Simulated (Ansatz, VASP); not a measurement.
# Al: VASP beside Ansatz

File INCAR:

```
PREC = Accurate
ENCUT = 600
EDIFF = 1E-6
ISMEAR = 0
SIGMA = 0.15
LREAL = F
LASPH = T
NELM = 100
ALGO = Normal
ISIF = 3
LWAVE = F
LCHARG = F
IBRION = 2
NSW = 100
EDIFFG = -0.01
```

KPOINTS

```
regular mesh
0
Gamma
  9 9 3
```

File POSCAR:

```
Al
1.0
    2.8270770000      0.0000000000      0.0000000000
   -1.4135385000      2.4483205005      0.0000000000
    0.0000000000      0.0000000000      9.1859930000
Al
4
Direct
    0.0000000000      0.0000000000      0.0000000000
    0.0000000000      0.0000000000      0.5000000000
    0.3333333333      0.6666666667      0.2500000000
    0.6666666667      0.3333333333      0.7500000000
```

Input for Ansatz:

```yaml
crystal:
  lattice:
    a: 2.827077
    b: 2.827077
    c: 9.185993
    alpha: 90.0
    beta: 90.0
    gamma: 120.0
  space_group: 194
  atoms:
    - { symbol: Al, position: [0.0, 0.0, 0.0] }
    - { symbol: Al, position: [0.3333333333333333, 0.6666666666666666, 0.25] }
basis:
  ecutwfc: 420.0
kpoints:
  mp_grid:
    grid: [9, 9, 3]
hamiltonian:
  xc: lda
scf:
  occupations:
    method: gaussian
    width: 0.15
relax:
  f_tol: 0.01
  max_steps: 100
  cell:
    p_target: 0.0
```

This isn't the form of Al at room conditions, which is fcc.

Alike in both runs: task relaxation of cell and atoms; functional LDA; k mesh 9 × 9 × 3; occupations gaussian, width 0.15 eV; no spin polarisation.

|  | VASP | Ansatz |
| --- | --- | --- |
| version | VASP 6.6.1 | Ansatz 0.2.0 |
| potentials or method | VASP PAW LDA potentials, release 64 (Al) | plane waves, PAW |
| plane-wave cutoff (eV) | 600 | 420 |
| valence electrons in the cell | 12 | 12 |

|  | VASP | Ansatz | Ansatz less VASP |
| --- | --- | --- | --- |
| relaxed volume (Å³/atom) | 15.86 | 15.84 | -0.023 |
| relaxed cell length with the largest relative difference (Å) | 9.310 | 9.303 | -0.0068 |
| energy change over the relaxation (meV/atom) | -3 | -3 | 0.0 |
